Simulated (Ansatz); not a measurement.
Kick test of a cell of LiH

The structure comes from a generated guess, relaxed at this level; another structure or a mixture of phases may lie lower.

Computed with DFT PBE, scalar-relativistic, plane waves, PAW in Ansatz 0.2.0. Plane waves to 420 eV, a k mesh through Γ of 10×10×1 on the computed 2-atom cell and Gaussian smearing (0.02 eV); no spin polarisation.

The cell below (2 atoms, layer group p4/mmm (No. 61)) is relaxed within its symmetry. The sheet is periodic along a and b; c holds vacuum.

```cif
data_structure
_symmetry_space_group_name_H-M 'P 1'
_symmetry_Int_Tables_number 1
_cell_length_a 2.6905
_cell_length_b 2.6905
_cell_length_c 23.8000
_cell_angle_alpha 90.000
_cell_angle_beta 90.000
_cell_angle_gamma 90.000
_cell_volume 172.29
loop_
_atom_site_label
_atom_site_type_symbol
_atom_site_fract_x
_atom_site_fract_y
_atom_site_fract_z
_atom_site_occupancy
Li1 Li 0.50000 0.50000 0.29412 1
H1 H 0.00000 0.00000 0.29412 1
```

For the test a repeat of it with 4 atoms (edges 5.38, 2.69 Å) was strained at random (σ = 1.5 % a component), the atoms were moved at random (σ = 0.15 Å), and all was relaxed again on a coarse 4×6×1 mesh (in the run’s order of axes) with 0.10 eV smearing, with no symmetry imposed.

**Question.** What happens?

**Answer.** It returns, within 1 meV/atom of the unmoved cell on that mesh and with the same symmetry when read at 0.1 Å (P1 at 0.01 Å, so small strains and shifts remain). No instability shows in this cell; modes of other wave vectors, which need another repeat, aren't tested.
